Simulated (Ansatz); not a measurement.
# InP: the cost of one run

Computed with Ansatz 0.2.0 (DFT PBEsol, scalar-relativistic, plane waves, PAW, unless a step's input says otherwise).

4 further runs of the same task are left out: 1 that didn't finish, 3 set aside as unsound or not needed.

## Step 1: The structure to begin with

The structure is cubic, space group F-43m (No. 216). Conventional cell: a = 5.878 Å, b = 5.878 Å, c = 5.878 Å, α = 90.00°, β = 90.00°, γ = 90.00°. Around In (site symmetry -43m) lie 4 P at 2.55 Å. P (site symmetry -43m) has 4 In at 2.55 Å as nearest neighbours.

Structure file:

```cif
data_structure
_symmetry_space_group_name_H-M 'P 1'
_symmetry_Int_Tables_number 1
_cell_length_a 4.1565
_cell_length_b 4.1565
_cell_length_c 4.1565
_cell_angle_alpha 60.000
_cell_angle_beta 60.000
_cell_angle_gamma 60.000
_cell_volume 50.78
loop_
_atom_site_label
_atom_site_type_symbol
_atom_site_fract_x
_atom_site_fract_y
_atom_site_fract_z
_atom_site_occupancy
In1 In 0.00000 0.00000 0.00000 1
P1 P 0.25000 0.25000 0.25000 1
```

This cell was relaxed beforehand with the same method: volume 25.39 Å³/atom, gap on the mesh 0.57 eV.

Its energy, with the smearing taken to zero, is -6265.8670 eV for the 2-atom cell on a 10×10×10 mesh; differences below count from it.

## Step 2: Cell: atoms packed at random at 1.25 times the crystal's volume

6 In, 6 P were thrown into a skewed cell at random, at 1.25 times a reference volume of the solid, and pushed apart as soft spheres.

The cell holds 6 In, 6 P: a = 7.062 Å, b = 7.239 Å, c = 7.793 Å, α = 90.50°, β = 89.89°, γ = 72.91°.

## Step 3: Relaxing on a coarse mesh

A cheap relaxation: coarse mesh, no symmetry, loose thresholds.

Input file input.yaml:

```yaml
crystal:
  lattice:
    - [6.982137, 1.062089, 0.009806]
    - [1.062089, 7.160643, -0.033857]
    - [0.009806, -0.033857, 7.793124]
  atoms:
    - { symbol: In, position: [0.3380780185, 0.8994753534, 0.873455284] }
    - { symbol: In, position: [0.8704408934, 0.6712757302, 0.8900166437] }
    - { symbol: In, position: [0.1473391964, 0.5890141009, 0.3315598233] }
    - { symbol: In, position: [0.8525214004, 0.2069739639, 0.7254623663] }
    - { symbol: In, position: [0.5410529953, 0.4977765551, 0.5396588432] }
    - { symbol: In, position: [0.9671203797, 0.1507116547, 0.0837456167] }
    - { symbol: P, position: [0.0341192528, 0.8231899794, 0.582804922] }
    - { symbol: P, position: [0.4406373985, 0.3198858055, 0.2389529241] }
    - { symbol: P, position: [0.6424354028, 0.0871071347, 8.49392e-05] }
    - { symbol: P, position: [0.171100139, 0.3463302133, 0.6884671168] }
    - { symbol: P, position: [0.2080139963, 0.2224274768, 0.3934434063] }
    - { symbol: P, position: [0.6400721527, 0.9431285188, 0.594193918] }
  symmetry: { detect: false }
basis:
  ecutwfc: 420
kpoints:
  mp_grid: { grid: [2, 2, 2], shift: [0.5, 0.5, 0.5] }
hamiltonian:
  xc: pbesol
scf:
  occupations: { method: gaussian, width: 0.1 }
  lower_state_search: "off"
output:
  forces: true
  stress: true
  eigenvalues: true
relax:
  adjacent_minimum: "off"
  f_tol: 0.04
  max_steps: 70
  cell: { stress_tol: 0.3 }
```

Run with:

```console
ansatz run input.yaml --threads 2 --pin off --max-ram 5120MiB --backend cpu --events-out ev --progress --plain --runs-dir out
```

**Question.** How long does this run take on 2 threads of Arm Neoverse V2, shared host, and how much memory does it need?

About 4 min, with a peak of 0.61 GiB.
